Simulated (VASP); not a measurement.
# ZrC (P6_3/mmc) in VASP: a series of runs, part 2 of 2

VASP 6.6.1. Earlier steps stand in the parts before.

**3. Single point, PBE**

This run uses another cell than the first one, of the same volume but with other edges.

Contents of INCAR:

```
PREC = Accurate
ENCUT = 520
EDIFF = 1E-6
ISMEAR = 0
SIGMA = 0.15
LREAL = F
LASPH = T
NELM = 100
ALGO = Fast
ISIF = 2
LWAVE = F
LCHARG = F
GGA = PE
NBANDS = 24
```

Contents of KPOINTS:

```
Automatic mesh
0
Gamma
  18 18 10
```

Contents of POSCAR:

```
ZrC
1.0
    3.2701981937      0.0000000000      0.0000000000
   -1.6350990969      2.8320747112      0.0000000000
    0.0000000000      0.0000000000      5.6288275763
Zr C
2 2
Direct
    0.3333333333      0.6666666667      0.2500000000
    0.6666666667      0.3333333333      0.7500000000
    0.0000000000      0.0000000000      0.0000000000
    0.0000000000      0.0000000000      0.5000000000
```

Potentials or basis: VASP PAW PBE potentials, release 64 (Zr_sv, C).

Run with:

```console
$ cat potpaw_PBE.64/Zr_sv/POTCAR potpaw_PBE.64/C/POTCAR > POTCAR
$ mpirun -np 1 vasp_std > vasp.out
```

OUTCAR:

```text
PREC = Accurate
   ENCUT = 520
   EDIFF = 1E-6
   ISMEAR = 0
   LREAL = F
   LASPH = T
   NELM = 100
   ISIF = 2
   GGA = PE

 ion  position               nearest neighbor table
   1  0.333  0.667  0.250-   3 2.35   4 2.35   3 2.35   4 2.35   3 2.35   4 2.35   2 3.39   2 3.39
                             2 3.39   2 3.39   2 3.39   2 3.39
   2  0.667  0.333  0.750-   3 2.35   4 2.35   3 2.35   4 2.35   3 2.35   4 2.35   1 3.39   1 3.39
                             1 3.39   1 3.39   1 3.39   1 3.39
   3  0.000  0.000  0.000-   1 2.35   2 2.35   2 2.35   1 2.35   2 2.35   1 2.35
   4  0.000  0.000  0.500-   1 2.35   2 2.35   2 2.35   1 2.35   2 2.35   1 2.35

  LATTYP: Found a hexagonal cell.
 ALAT       =     3.2701981937
 C/A-ratio  =     1.7212496745

  Lattice vectors:

 A1 = (   3.2701981937,   0.0000000000,   0.0000000000)
 A2 = (  -1.6350990969,   2.8320747112,   0.0000000000)
 A3 = (   0.0000000000,   0.0000000000,   5.6288275763)

Analysis of symmetry for initial positions (statically):
=====================================================================
 Subroutine PRICEL returns:
 Original cell was already a primitive cell.

 Routine SETGRP: Setting up the symmetry group for a
 hexagonal supercell.

 Subroutine GETGRP returns: Found 24 space group operations
 (whereof 12 operations were pure point group operations)
 out of a pool of 24 trial point group operations.

The static configuration has the point symmetry D_3d.
 The point group associated with its full space group is D_6h.

Analysis of symmetry for dynamics (positions and initial velocities):
=====================================================================
 Subroutine PRICEL returns:
 Original cell was already a primitive cell.

 Routine SETGRP: Setting up the symmetry group for a
 hexagonal supercell.

 Subroutine GETGRP returns: Found 24 space group operations
 (whereof 12 operations were pure point group operations)
 out of a pool of 24 trial point group operations.

The dynamic configuration has the point symmetry D_3d.
 The point group associated with its full space group is D_6h.

 Subroutine INISYM returns: Found 24 space group operations
 (whereof 12 operations are pure point group operations),
 and found     1 'primitive' translations

----------------------------------------------------------------------------------------

                                     Primitive cell

  volume of cell :      52.1311

  direct lattice vectors                    reciprocal lattice vectors
     3.270198194  0.000000000  0.000000000     0.305791864  0.176549015  0.000000000
    -1.635099097  2.832074711  0.000000000     0.000000000  0.353098030  0.000000000
     0.000000000  0.000000000  5.628827576     0.000000000  0.000000000  0.177656890

  length of vectors
     3.270198194  3.270198194  5.628827576     0.353098030  0.353098030  0.177656890

  position of ions in fractional coordinates (direct lattice)
     0.333333333  0.666666667  0.250000000
     0.666666667  0.333333333  0.750000000
     0.000000000  0.000000000  0.000000000
     0.000000000  0.000000000  0.500000000

  ion indices of the primitive-cell ions
   primitive index   ion index
                 1           1
                 2           2
                 3           3
[... 28 lines left out ...]
 Following reciprocal coordinates:
            Coordinates               Weight
  0.000000  0.000000  0.000000      1.000000
  0.055556  0.000000  0.000000      6.000000
  0.111111  0.000000  0.000000      6.000000
  0.166667 -0.000000  0.000000      6.000000
  0.222222  0.000000  0.000000      6.000000
  0.277778  0.000000  0.000000      6.000000
[... 16 lines left out ...]
  0.333333  0.111111  0.000000     12.000000
  0.388889  0.111111  0.000000     12.000000
 [... further k-points ...]
   k-points           NKPTS =    222   k-points in BZ     NKDIM =    222   number of bands    NBANDS=     24
   number of dos      NEDOS =    301   number of ions     NIONS =      4
   total plane-waves  NPLWV =  24192
   dimension x,y,z NGX =    24 NGY =   24 NGZ =   42
   dimension x,y,z NGXF=    48 NGYF=   48 NGZF=   84
   ions per type =               2   2
   NGX,Y,Z   is equivalent  to a cutoff of  12.20, 12.20, 12.40 a.u.
   NGXF,Y,Z  is equivalent  to a cutoff of  24.40, 24.40, 24.81 a.u.
 SYSTEM =  unknown system
   PREC   = accura    normal or accurate (medium, high low for compatibility)
   ISTART =      0    job   : 0-new  1-cont  2-samecut
   ICHARG =      2    charge: 1-file 2-atom 10-const
   ISPIN  =      1    spin polarized calculation?
   LNONCOLLINEAR =      F non collinear calculations
   LSORBIT =      F    spin-orbit coupling
   LASPH  =      T    aspherical Exc in radial PAW
   ENCUT  =  520.0 eV  38.22 Ry    6.18 a.u.   6.08  6.08 10.47*2*pi/ulx,y,z
   NELM   =    100;   NELMIN=  2; NELMDL= -5     # of ELM steps
   EDIFF  = 0.1E-05   stopping-criterion for ELM
   LREAL  =      F    real-space projection
   EDIFFG = 0.1E-04   stopping-criterion for IOM
   NSW    =      0    number of steps for IOM
   IBRION =     -1    ionic relax: 0-MD 1-quasi-New 2-CG
   NFREE  =      0    steps in history (QN), initial steepest desc. (CG)
   ISIF   =      2    stress and relaxation
   ISYM   =      2    0-nonsym 1-usesym 2-fastsym
   POTIM  = 0.5000    time-step for ionic-motion
   TEBEG  =    0.0;   TEEND  =   0.0 temperature during run
   PSTRESS=    0.0 pullay stress
   NELECT =      32.0000    total number of electrons
   NUPDOWN=      -1.0000    fix difference up-down
   EMIN   =  10.00;   EMAX   =-10.00  energy-range for DOS
   EFERMI =   0.00;   METHOD = LEGACY
   ISMEAR =     0;   SIGMA  =   0.15  broadening in eV -4-tet -1-fermi 0-gaus
   EFERMI_NEDOS =   21; number of points for ismear=-14 and -15
   IALGO  =     68    algorithm
   IMIX   =      4    mixing-type and parameters
     AMIX     =   0.40;   BMIX     =  1.00
     AMIX_MAG =   1.60;   BMIX_MAG =  1.00
  volume/ion in A,a.u.               =      13.03        87.95
  Fermi-wavevector in a.u.,A,eV,Ry     =   1.391316  2.629207 26.337633  1.935761
  Thomas-Fermi vector in A             =   2.515167
   LORBIT       =      0    0 simple, 1 ext, 2 COOP (PROOUT), +10 PAW based schemes
   GGA     = PE    functional components
   LHFCALC =     F    Hartree Fock is set to
   AEXX    =    0.0000 exact exchange contribution
   IVDW    =     0    specifies the selected vdW correction
   LEPSILON=     F    determine dielectric tensor
   LRPA    =     F    only Hartree local field effects (RPA)
 non-spin polarized calculation
 RMM-DIIS sequential band-by-band and
 Gauss-broadening in eV      SIGMA  =   0.15
  energy-cutoff  :      520.00
  volume of cell :       52.13
 maximum number of plane-waves:      1434
   NGX = 13   NGY = 13   NGZ = 21

 number of electron      31.9999999 magnetization

 Free energy of the ion-electron system (eV)
  ---------------------------------------------------
  ext. energy  EPLUGINS =         0.00000000
  ---------------------------------------------------
  free energy    TOTEN  =       -38.08732535 eV

  energy without entropy =      -38.07923189  energy(sigma->0) =      -38.08327862

 E-fermi :   9.7528     XC(G=0): -12.1110

 val. band max:        9.7426417399   @ k =   0.3333   0.1667   0.0000
 cond. band min:       9.7728944301   @ k =   0.2222   0.2222   0.0000
 fundamental gap:      0.0302526902
 Fermi energy:         9.7528136421

 k-point     1 :       0.0000    0.0000    0.0000
  band No.  band energies     occupation
      1     -38.5064      2.00000
      2     -38.4257      2.00000
      3     -17.0006      2.00000
      4     -16.2682      2.00000
      5     -16.2682      2.00000
      6     -16.2378      2.00000
[... 637 lines left out ...]
     23      15.3742      0.00000
     24      15.7868      0.00000

 [... further k-points ...]

------------------------ aborting loop because EDIFF is reached ----------------------------------------

  FORCE on cell =-STRESS in cart. coord.  units (eV):
  Direction    XX          YY          ZZ          XY          YZ          ZX
  --------------------------------------------------------------------------------------
  -------------------------------------------------------------------------------------
  Total        2.0952562      2.0952562     -3.7289509     -0.0000000      0.0000000      0.0000000
  in kB       64.3948282     64.3948282   -114.6041980     -0.0000000      0.0000000      0.0000000
  external PRESSURE =       4.7284861 kB  Pullay stress =       0.0000000 kB

 VOLUME and BASIS-vectors are now :
 -----------------------------------------------------------------------------
  energy-cutoff  :      520.00
  volume of cell :       52.13
      direct lattice vectors                 reciprocal lattice vectors
     3.270198194  0.000000000  0.000000000     0.305791864  0.176549015  0.000000000
    -1.635099097  2.832074711  0.000000000     0.000000000  0.353098030  0.000000000
     0.000000000  0.000000000  5.628827576     0.000000000  0.000000000  0.177656890

 POSITION                                       TOTAL-FORCE (eV/Angst)
 -----------------------------------------------------------------------------------
     -0.00000      1.88805      1.40721         0.000000     -0.000000      0.000000
      1.63510      0.94402      4.22162        -0.000000      0.000000      0.000000
      0.00000      0.00000      0.00000         0.000000      0.000000      0.000000
      0.00000      0.00000      2.81441         0.000000      0.000000      0.000000
 -----------------------------------------------------------------------------------
    total drift:                               -0.000000      0.000000     -0.000000

  FREE ENERGIE OF THE ION-ELECTRON SYSTEM (eV)
  ---------------------------------------------------
  free  energy   TOTEN  =       -38.0873253508 eV

  energy  without entropy=      -38.0792318917  energy(sigma->0) =      -38.08327862
```

OSZICAR:

```text
N       E                     dE             d eps       ncg     rms          rms(c)
DAV:   1     0.254362186524E+03    0.25436E+03   -0.17095E+04 10656   0.135E+03
DAV:   2    -0.243093999622E+02   -0.27867E+03   -0.26310E+03 12952   0.373E+02
DAV:   3    -0.446617647956E+02   -0.20352E+02   -0.20134E+02 19040   0.815E+01
[... 12 lines left out ...]
RMM:  16    -0.380873094824E+02   -0.19964E-04   -0.18114E-04 18493   0.556E-02    0.830E-03
RMM:  17    -0.380873190817E+02   -0.95992E-05   -0.84485E-05 17684   0.332E-02    0.837E-03
RMM:  18    -0.380873222107E+02   -0.31291E-05   -0.34463E-05 16838   0.232E-02    0.122E-02
RMM:  19    -0.380873244197E+02   -0.22090E-05   -0.15039E-05 15332   0.174E-02    0.319E-03
RMM:  20    -0.380873253508E+02   -0.93110E-06   -0.81492E-06 13151   0.115E-02
   1 F= -.38087325E+02 E0= -.38083279E+02  d E =-.809346E-02
```

stdout:

```text
POSCAR found type information on POSCAR ZrC
 POSCAR found :  2 types and       4 ions
 scaLAPACK will be used
 LDA part: xc-table for (Slater+PW92), standard interpolation
 POSCAR, INCAR and KPOINTS ok, starting setup
 FFT: planning ... GRIDC
 FFT: planning ... GRID_SOFT
 FFT: planning ... GRID
 WAVECAR not read
 entering main loop
WARNING in EDDRMM: call to ZHEGV failed, returncode =   6  3      9
WARNING in EDDRMM: call to ZHEGV failed, returncode =   8  4     11
WARNING in EDDRMM: call to ZHEGV failed, returncode =   6  3     13
WARNING in EDDRMM: call to ZHEGV failed, returncode =   6  3      4
WARNING in EDDRMM: call to ZHEGV failed, returncode =   6  3     11
WARNING in EDDRMM: call to ZHEGV failed, returncode =   6  3     21
WARNING in EDDRMM: call to ZHEGV failed, returncode =   8  4      6
WARNING in EDDRMM: call to ZHEGV failed, returncode =   8  4      4
WARNING in EDDRMM: call to ZHEGV failed, returncode =   6  3     15
WARNING in EDDRMM: call to ZHEGV failed, returncode =   8  4      5
```

It took 2.2 min on 1 thread of Intel Xeon 6975P-C (Granite Rapids), shared host; peak memory 0.34 GiB.

Results:

```
Free energy            : -38.0873 eV
Pressure               : 0.5 GPa
Band gap on the k mesh : none (metal or under the smearing width)
```
